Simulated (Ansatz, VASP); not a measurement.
# BaZrO3: VASP beside Ansatz

The input POSCAR:

```
BaZrO3
1.0
    4.1815000000      0.0000000000      0.0000000000
    0.0000000000      4.1815000000      0.0000000000
    0.0000000000      0.0000000000      4.1815000000
Ba Zr O
1 1 3
Direct
    0.5000000000      0.5000000000      0.5000000000
    0.0000000000      0.0000000000      0.0000000000
    0.5000000000      0.0000000000      0.0000000000
    0.0000000000      0.5000000000      0.0000000000
    0.0000000000      0.0000000000      0.5000000000
```

INCAR.step1

```
PREC = Accurate ; ENCUT = 520
ISMEAR = 0 ; SIGMA = 0.05
LREAL = False ; LASPH = True
NELM = 60 ; NBANDS = 28
GGA = PE ; ALGO = Normal
EDIFF = 1E-4 ; LWAVE = True
LCHARG = False
```

The input INCAR.step2:

```
PREC = Accurate ; ENCUT = 520
EDIFF = 1E-6 ; ISMEAR = 0
SIGMA = 0.05 ; LREAL = False
LASPH = True ; NELM = 60
ALGO = Normal ; ISIF = 2
LWAVE = False ; LCHARG = False
METAGGA = R2SCAN ; LMIXTAU = True
NBANDS = 28 ; ISTART = 1
```

The input KPOINTS:

```
Automatic mesh
0
Gamma
  6 6 6
```

Input for Ansatz:

```yaml
crystal:
  lattice:
    - [4.1815, 0.0, 0.0]
    - [0.0, 4.1815, 0.0]
    - [0.0, 0.0, 4.1815]
  atoms:
    - { symbol: Ba, position: [0.5, 0.5, 0.5] }
    - { symbol: Zr, position: [0.0, 0.0, 0.0] }
    - { symbol: O, position: [0.5, 0.0, 0.0] }
    - { symbol: O, position: [0.0, 0.5, 0.0] }
    - { symbol: O, position: [0.0, 0.0, 0.5] }
basis:
  ecutwfc: 500
kpoints:
  mp_grid: { grid: [6, 6, 6] }
hamiltonian:
  xc: r2scan
scf:
  occupations: { method: gaussian, width: 0.05 }
output:
  forces: true
  stress: true
  eigenvalues: true
  write_density: true
  write_potential: true
  elf: true
  volumetric_format: npy
```

Alike in both runs: task single point; functional r2SCAN; k mesh 6 × 6 × 6; occupations gaussian, width 0.05 eV; no spin polarisation.

```csv
,VASP,Ansatz
version,VASP 6.6.1,Ansatz 0.2.0
potentials or method,"VASP PAW PBE potentials, release 64 (Ba_sv, Zr_sv, O)","scalar-relativistic, plane waves, PAW"
plane-wave cutoff (eV),520,500
valence electrons in the cell,40,40
```

```csv
,VASP,Ansatz,Ansatz less VASP
gap on the k mesh at the Fermi level (eV),3.72,3.78,+0.056
least direct gap on the mesh (eV),3.96,3.98,+0.027
pressure (GPa),4.0,2.9,-1.11
```

With one functional, cell and mesh, what is left measures potentials, basis and numerics.

Caveats: the PAW data sets were made with another functional, which shifts forces and pressure a little (VASP); spin-orbit coupling is left out, which moves the levels of the heavy elements. A k mesh can miss the band edges. r2SCAN opens gaps a little over a GGA but as a rule still falls short of measured ones.
